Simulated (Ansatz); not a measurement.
Take a crystal in which Ga has been replaced by B on all its sites, with the cell rescaled by a rough guess (in some cases also distorted within its space group) and nothing relaxed:

```cif
data_structure
_symmetry_space_group_name_H-M 'P 1'
_symmetry_Int_Tables_number 1
_cell_length_a 2.8847
_cell_length_b 2.8847
_cell_length_c 4.6863
_cell_angle_alpha 90.000
_cell_angle_beta 90.000
_cell_angle_gamma 120.000
_cell_volume 33.77
loop_
_atom_site_label
_atom_site_type_symbol
_atom_site_fract_x
_atom_site_fract_y
_atom_site_fract_z
_atom_site_occupancy
B1 B 0.33333 0.66667 0.00000 1
B2 B 0.66667 0.33333 0.50000 1
N1 N 0.33333 0.66667 0.37500 1
N2 N 0.66667 0.33333 0.87500 1
```

Theory: DFT PBE, scalar-relativistic, plane waves, PAW (Ansatz 0.2.0).

Plane waves to 420 eV, a k mesh through Γ of 9×9×6 on the computed 4-atom cell and Gaussian smearing (0.02 eV); no spin polarisation.

(1) What pressure does the cell carry?

(2) Is it a metal on this mesh?

(3) What is its energy against the elements in their standard states?

An odd mesh misses points on the zone edge, so a gap read on it can be too wide.

Answers

(1) The pressure is -66.5 GPa (positive in compression), so the cell would contract.

(2) No: the gap is 5.01 eV, the least direct gap 5.24 eV.

(3) -0.475 eV/atom at this unrelaxed geometry, with the elements in the same functional.

This wurtzite form isn't the usual stable structure of the compound.